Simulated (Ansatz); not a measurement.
BaTe in the CsCl structure, relaxed with r2SCAN, was run in Ansatz under altered settings. All numbers are computed, without spin polarisation but where a row says otherwise.

```yaml
crystal:
  lattice:
    - [4.24482, 0.00000, 0.00000]
    - [0.00000, 4.24482, 0.00000]
    - [0.00000, 0.00000, 4.24482]
  atoms:
    - { symbol: Ba, position: [0.00000, 0.00000, 0.00000] }
    - { symbol: Te, position: [0.50000, 0.50000, 0.50000] }
```

The base run's other keys:
```yaml
kpoints:
  mp_grid: { grid: [4, 4, 4] }
hamiltonian:
  xc: r2scan
scf:
  occupations: { method: fixed }
  n_extra_bands: 4
```

It takes 6 iterations with 1935 plane waves at 500 eV and 10 k points, and leaves a mean stress of +0.06 GPa. The gap over this mesh is 1.185 eV.

Outcomes, with energy and stress as changes against the base:
```tsv
setting	outcome	ΔF (meV/atom)	Δ mean stress (GPa)	gap on the mesh (eV)	iterations
scf.occupations: gaussian 0.5	converged	-0.7	-0.02	1.190	6
basis.xc_grid: 3	converged	0.0	0.00	1.185	6
scf.occupations: cold 0.2	converged	0.0	0.00	1.185	8
basis.ecutwfc: 300	converged, warned	+46	+0.03	1.183	6
kpoints.mp_grid.grid: [3, 3, 3]	converged	+40	+0.21	1.521	6
scf.occupations: gaussian 1.5	converged	-100	0.00	–	6
hamiltonian.dispersion: d2	refused	–	–	–	–
basis.xc_grid: 1	converged	-0.4	+0.01	1.186	6
scf.convergence.dr2_threshold: 0.0001	converged, warned	0.0	0.0	1.185	6
scf.mixing.ndim: 30	converged	0.0	0.00	1.185	6
hamiltonian.xc: pbesol (cutoff then 420 eV)	converged	–	-1.81	0.762	6
hamiltonian.xc: hse6	refused	–	–	–	–
```
A dash marks a value that wasn't obtained or can't be compared. Stress is positive in compression.

- basis.ecutwfc: 300. 895 plane waves in place of 1935. The free energy moves by +46 meV an atom, the mean stress by +0.03 GPa and the gap on the mesh by -0.002 eV (to 1.183). The basis is too small: these are errors of the cutoff. Warned: cutoff below recommended.
- kpoints.mp_grid.grid: [3, 3, 3]. The free energy moves by +40 meV an atom, the mean stress by +0.21 GPa and the gap on the mesh by +0.336 eV (to 1.521). The gap changes mostly because other points are sampled; a mesh that misses a band edge overestimates it. The mesh is too coarse.
- scf.occupations: gaussian 1.5. The free energy moves by -100 meV an atom, the mean stress by 0.00 GPa and the gap on the mesh by +0.178 eV (to 1.363). The term −TS is -346 meV an atom. A width of 1.5 eV moves electrons across a gap of 1.19 eV: this is no longer the ground state.
- hamiltonian.dispersion: d2. The program doesn't start. Error: YAML parse error: line 13 column 15: hamiltonian.dispersion: `d2` is not `none`, `rvv10`, `d3bj`, `d3bjatm`, `d4` or a map `{method: …, s8: …, a1: …, a2_bohr: …}` (numbers without units, a2 in bohr) or `{method: …, functional: …}`
- scf.convergence.dr2_threshold: 0.0001. It converges in 6 iterations, as the base does. Even so loose a threshold leaves the results unchanged here, which can't be counted on. Warned: force scf threshold loose, stress scf threshold loose.
- hamiltonian.xc: pbesol. The cutoff follows the functional, from 500 to 420 eV. The mean stress moves by -1.81 GPa and the gap on the mesh by -0.423 eV (to 0.762). It's another functional on the same cell, so totals aren't comparable.
- hamiltonian.xc: hse6. It is rejected at once. Error: YAML parse error: line 12 column 7: hamiltonian.xc: unknown variant `hse6`, expected one of […]

Within 1 meV an atom, 0.1 GPa and 0.005 eV of the base stay: basis.xc_grid: 3; scf.occupations: cold 0.2; basis.xc_grid: 1; scf.convergence.dr2_threshold: 0.0001; scf.mixing.ndim: 30.

Spin-orbit coupling is left out, which matters wherever the heavy atoms make up the band edges.
